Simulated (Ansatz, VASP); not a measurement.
One calculation of Au, two programs

The input INCAR:

```
PREC = Accurate
ENCUT = 520
EDIFF = 1E-7
ISMEAR = -1
SIGMA = 0.1
LREAL = False
LASPH = True
NELM = 100
ALGO = Normal
ISIF = 2
LWAVE = False
LCHARG = False
GGA = PS
NBANDS = 12
```

KPOINTS

```
regular mesh
0
Gamma
  13 13 13
```

POSCAR

```
Au
1.0
    2.7297164799      0.0000000000      0.0000000000
    0.0000000000      2.7297164799      0.0000000000
    0.0000000000      0.0000000000      2.7297164799
Au
1
Direct
    0.0000000000      0.0000000000      0.0000000000
```

Input for Ansatz:

```yaml
crystal:
  lattice:
    - [2.7297164799, 0.0, 0.0]
    - [0.0, 2.7297164799, 0.0]
    - [0.0, 0.0, 2.7297164799]
  atoms:
    - { symbol: Au, position: [0.0, 0.0, 0.0] }
hamiltonian:
  xc: pbesol
  pseudopotentials:
    kind: paw
    azcp:
      Au: "pseudopotentials/Au.paw.azcp"
basis:
  ecutwfc: 420
  fft_grid_basis: typed
kpoints:
  mp_grid: { grid: [13, 13, 13], shift: [0, 0, 0] }
magnetization:
  spin_polarized: false
scf:
  occupations: { method: fermi_dirac, width: 0.1 }
  lower_state_search: "off"
output:
  stress: true
  write_density: true
  write_potential: true
  elf: true
  volumetric_format: npy
```

Alike in both runs: task single point; functional PBEsol; k mesh 13 × 13 × 13; occupations fermi-dirac, width 0.1 eV; no spin polarisation.

```csv
,VASP,Ansatz
version,VASP 6.6.1,Ansatz 0.2.0
potentials or method,"VASP PAW PBE potentials, release 64 (Au)","plane waves (420 eV) with PAW, scalar-relativistic"
plane-wave cutoff (eV),520,420
valence electrons in the cell,11,19
```

```tsv
	VASP	Ansatz	Ansatz less VASP
pressure (GPa)	-4.8	-4.6	+0.17
```

With one functional, cell and mesh, what is left measures potentials, basis and numerics. The two sets of potentials don't hold the same shells in valence. Ansatz warned: «pseudo_functional_mismatch».

Caveats: the PAW data sets were made with another functional, which shifts forces and pressure a little (VASP). The runs have no spin-orbit coupling, so splittings on Au are missing.
